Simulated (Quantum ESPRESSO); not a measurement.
Cu in Quantum ESPRESSO: the effect of strain

The system is Cu.

```
Cu
1.0
     2.43273    0.00000    0.00000
    -1.21637    2.19459    0.00000
     0.00000    0.00000    4.11257
Cu
2
Direct
  0.66667 0.33333 0.75000
  0.33333 0.66667 0.25000
```

This isn't the form of Cu at room conditions, which is fcc.

Alike in all runs:

| Quantity | Value |
| --- | --- |
| Program | Quantum ESPRESSO 7.5 |
| Task | relaxation of the atoms |
| Functional | PBEsol |
| Potentials or basis | GBRV 1.5 PBEsol |
| Cutoff | 762 eV |
| Density cutoff | 6095 eV |
| k mesh | 10 × 10 × 6 |
| Occupations | fermi-dirac, width 0.05 eV |
| Spin | no spin polarisation |
| Kind of strain | uniaxial_x |
| Mixing beta | 0.5 |
| Most SCF iterations | 120 |
| SCF threshold | 4e-10 Ry |
| Most ionic steps | 40 |
| Forc conv thr | 0.0004 Ry/bohr |
| Etot conv thr | 1e-05 Ry |

Each run relaxes the cell or the atoms first.

```tsv
strain	pressure (GPa)
-0.04	?
-0.02	2.1
-0.01	0.3
0	-1.4
0.01	-2.9
0.02	-4.3
0.04	-6.8
```

Task: What does the run with strain -0.04 give?

Result: Pressure 6.0 GPa.

Worked out: A parabola through the other rows of the pressure, of slope -210 GPa per unit of strain there, extrapolates to 6.0 GPa, against the run's 6.0.

Caveats: the relaxation stopped at its first step, so nothing moved (some runs).
